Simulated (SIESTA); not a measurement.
GaN:

```
Ga N
1.0
     0.00000    2.25350    2.25350
     2.25350    0.00000    2.25350
     2.25350    2.25350    0.00000
Ga N
1 1
Direct
  0.00000 0.00000 0.00000
  0.25000 0.25000 0.25000
```

The cell is a database's computed one.

Base run:

* Program: SIESTA 5.4.2
* Functional: PBEsol
* Potentials or basis: PseudoDojo 0.4 standard (PBEsol files, fully relativistic)
* Basis: DZP (energy shift 0.002 Ry; radii capped at 9.5 bohr)
* Grid cutoff: 800 Ry
* Energy shift: 0.002 Ry
* k mesh: 8 × 8 × 8
* Occupations: fermi-dirac, width 0.05 eV
* Spin: non-collinear spin, zero start, spin-orbit coupling
* Starting moments: [[0.0, 0.0, 0.0], [0.0, 0.0, 0.0]] μB

Its results: band gap on the k mesh 1.68 eV, direct; pressure 3.0 GPa; net moment 0.00 μB per cell.

Task: The run is repeated on the same cell with these changes: functional from PBEsol to LDA; potentials or basis from PseudoDojo 0.4 standard (PBEsol files, fully relativistic) to PseudoDojo 0.4 standard (PBE files, fully relativistic). What comes out?

Result: Band gap on the k mesh 1.53 eV, direct; pressure -1.7 GPa; net moment 0.00 μB per cell.

Caveats: semicore shells carry a single zeta, which can move pressures by several GPa and volumes by a few percent; the basis of atomic orbitals isn't converged, which shifts pressures, moduli and gaps; the potentials were made for another functional, which shifts forces and pressure (some runs).
